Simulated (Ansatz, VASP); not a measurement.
BN: VASP beside Ansatz

```xyz
4
Lattice="2.6042 0.0000 0.0000 -1.3021 2.0818 0.0000 0.0000 0.0000 6.6612" Properties=species:S:1:pos:R:3 pbc="T T T"
B     0.0000    1.3879    1.6653
B     1.3021    0.6939    4.9959
N     0.0000    1.3879    4.9959
N     1.3021    0.6939    1.6653
```

Change from the starting cell: strain +0.0400 x Voigt [1, -1, 0, 0, 0, 0], atoms carried along.

Alike in both runs: task single point; functional PBEsol; k mesh 12 × 12 × 4; occupations gaussian, width 0.05 eV; no spin polarisation.

```csv
,VASP,Ansatz
version,VASP 6.6.1,Ansatz 0.2.0
potentials or method,"VASP PAW PBE potentials, release 64 (B, N)","scalar-relativistic, plane waves, PAW"
plane-wave cutoff (eV),520,420
valence electrons in the cell,16,16
```

VASP gave:

- gap on the k mesh at the Fermi level (eV): 3.92
- least direct gap on the mesh (eV): 4.59
- pressure (GPa): 2.7
- largest component of the traceless stress (GPa): 31.12
- rms of the force components (eV/Å): 0.740

Task: Estimate Ansatz's values.

Result: gap on the k mesh at the Fermi level (eV): 3.93; least direct gap on the mesh (eV): 4.60; pressure (GPa): 2.4; largest component of the traceless stress (GPa): 30.78; rms of the force components (eV/Å): 0.736.

Atom by atom the forces differ by 0.004 eV/Å (rms over components).

Caveats: the PAW data sets were made with another functional, which shifts forces and pressure a little (VASP); this functional lacks dispersion, which binds the layers, so the pressure and a relaxed spacing across them are unreliable. A k mesh can miss the band edges.
